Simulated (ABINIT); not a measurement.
MoS2: relaxation of cell and atoms with PBEsol

MoS2, a slab with vacuum:

```
CELL_PARAMETERS angstrom
3.18413 0.00000 0.00000
-1.59206 2.75753 0.00000
0.00000 0.00000 17.33460
ATOMIC_POSITIONS crystal
Mo 0.00000 0.00000 0.00000
S 0.33333 0.66667 0.91051
S 0.33333 0.66667 0.08949
```

```json
{
 "Program": "ABINIT 10.8.3 (patched build)",
 "Task": "relaxation of cell and atoms",
 "Functional": "PBEsol",
 "Potentials or basis": "JTH PAW PBE v2.0",
 "Cutoff": "544 eV",
 "k mesh": "8 × 8 × 2",
 "Occupations": "fermi-dirac, width 0.05 eV",
 "Spin": "no spin polarisation",
 "Cell freedom (optcell)": "2",
 "Cutoff smearing ecutsm (Ha)": "0.5",
 "Optimiser (ionmov)": "2",
 "Force stop (Ha/bohr)": "0.0005",
 "Fine-grid cutoff": "1088.46 eV"
}
```

```
Relaxed volume                                        : 49.47 Å³/atom
Relaxed cell                                          : a = 3.142 Å, b = 3.142 Å, c = 17.363 Å, α = 90.00°, β = 90.00°, γ = 120.00°
Space group after relaxing (to 0.05 Å)                : P-6m2 (No. 187)
Energy gained by relaxing                             : 5.5 meV/atom
Ionic steps                                           : 7
Largest force after relaxing                          : 0.004 eV/Å
Band gap on the k mesh                                : 2.07 eV, indirect (least direct gap 2.12 eV)
Valence electrons inside the program's atomic spheres : Mo 11.30; S 3.59
```

Forces in eV/Å, atoms in the order of the input:
```
Mo   0.000  0.000  0.000
S    0.000  0.000 -0.004
S    0.000  0.000  0.004
```

The path:
```csv
step,energy change (eV),largest force (eV/Å),pressure (GPa),volume (Å³)
1,0.0000,0.1190,-1.07,152.20
2,-0.0038,0.0533,-0.84,151.70
3,-0.0122,0.1711,-0.05,149.66
4,-0.0137,0.1812,0.11,149.11
5,-0.0157,0.1104,0.17,148.42
6,-0.0163,0.0323,0.08,148.31
7,-0.0164,0.0039,0.04,148.42
```

Final structure:
```cif
data_structure
_symmetry_space_group_name_H-M 'P 1'
_symmetry_Int_Tables_number 1
_cell_length_a 3.1417
_cell_length_b 3.1417
_cell_length_c 17.3629
_cell_angle_alpha 90.000
_cell_angle_beta 90.000
_cell_angle_gamma 120.000
_cell_volume 148.42
loop_
_atom_site_label
_atom_site_type_symbol
_atom_site_fract_x
_atom_site_fract_y
_atom_site_fract_z
_atom_site_occupancy
Mo1 Mo 0.00000 0.00000 0.00000 1
S1 S 0.33333 0.66667 0.91018 1
S2 S 0.33333 0.66667 0.08982 1
```

Levels at points of the mesh, in eV from the valence-band top:
```tsv
k point	band 10	band 11	band 12	band 13	band 14	band 15	band 16	band 17
(0.00, 0.00, 0.00)	-1.77	-1.37	-1.37	0.00	2.97	2.97	3.24	3.24
(0.50, 0.00, 0.00)	-3.11	-1.84	-0.80	-0.58	2.49	2.99	4.03	4.55
(0.00, 0.00, 0.50)	-1.77	-1.37	-1.37	0.00	2.97	2.97	3.24	3.24
(0.50, 0.00, 0.50)	-3.11	-1.84	-0.80	-0.58	2.49	2.99	4.03	4.55
```

Wall time 13 min on 1 thread of Intel(R) Xeon(R) 6975P-C (Granite Rapids) (shared host), peak memory 0.24 GiB.

Caveat: the PAW data sets were made with another functional, which shifts forces and pressure a little. Expect the measured gap to be larger: semilocal functionals such as PBEsol lack the derivative discontinuity.
